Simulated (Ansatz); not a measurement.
C: moving C off its site

C, P6_3/mmc, a = 2.503 Å, c = 4.169 Å. Ansatz: r2SCAN, PAW, 500 eV, Γ-centred 12×12×6 mesh on 4 atoms, Gaussian smearing 0.05 eV; no spin polarisation.

```
CELL_PARAMETERS angstrom
2.50319 0.00000 0.00000
-1.25160 2.16783 0.00000
0.00000 0.00000 4.16888
ATOMIC_POSITIONS crystal
C 0.33333 0.66667 0.06273
C 0.66667 0.33333 0.56273
C 0.33333 0.66667 0.43727
C 0.66667 0.33333 0.93727
```

Atom 1 (C) moves by x along the unit vector (-0.814, -0.470, -0.340), with its periodic images; all else is held. y is the free energy of the cell over the start, F the force along the path summed over the moved atoms.

| x (Å) | y (meV) | F (eV/Å) |
| --- | --- | --- |
| -0.200 | ? | ? |
| -0.160 | 422.6 | 4.73 |
| -0.120 | 250.1 | 3.86 |
| -0.080 | 116.7 | 2.78 |
| -0.040 | 30.6 | 1.49 |
| 0.000 | 0.0 | 0.00 |
| 0.080 | 139.6 | -3.64 |
| 0.120 | 327.7 | -5.81 |
| 0.160 | 607.7 | -8.24 |
| 0.200 | 990.4 | -10.95 |

Q: Fit y = c2 x² + c3 x³ + c4 x⁴ to the energies of the other rows, give the force constant, and predict energy and force of the missing row.

A: Least squares on the rows shown. y = 19950 x² + 22603 x³ + 7129.7 x⁴. The force constant is 2 c2 = 39.9 eV/Å² (for all images moving together, not for a lone atom). The force −dy/dx at the missing row is 5.50 eV/Å (computed 5.41). At x = -0.200 the fit asked for gives 628.6 meV. The run gave 626.2 meV, so the fit is 2.4 meV too high, a small miss on the scale of the series.